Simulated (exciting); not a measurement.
Nb: equation of state with PBEsol

Crystal: Nb.

```
Nb
1.0
     0.00000    2.11500    2.11500
     2.11500    0.00000    2.11500
     2.11500    2.11500    0.00000
Nb
1
Cartesian
  0.0000 0.0000 0.0000
```

This isn't the form of Nb at room conditions, which is bcc.

| Quantity | Value |
| --- | --- |
| Program | exciting (release sodium) |
| Task | equation of state |
| Functional | PBEsol |
| Potentials or basis | all-electron LAPW+lo, shipped species files, valence relativity iora* |
| rgkmax | 9 |
| k mesh | 11 × 11 × 11 |
| Occupations | fermi-dirac, width 0.05 eV |
| Spin | no spin polarisation |
| gmaxvr (cutoff of density and potential) | 14 1/bohr |
| lmaxapw (and lmaxmat) | 10 |
| lmaxvr | 8 |
| nempty | 12 |
| Valence relativity | iora* |
| Muffin-tin radii | Nb 2.3 bohr |

| Item | Value |
| --- | --- |
| Equilibrium volume | 18.09 Å³/atom |
| Bulk modulus | 181 GPa |
| Pressure derivative of the bulk modulus | 4.3 |

Energy against volume, from the lowest point:
| volume (Å³/atom) | energy (meV/atom) |
| --- | --- |
| 17.786 | 2.85 |
| 18.165 | 0.00 |
| 18.543 | 6.05 |
| 18.922 | 19.66 |
| 19.300 | 40.42 |
| 19.679 | 67.52 |
| 20.057 | 100.05 |
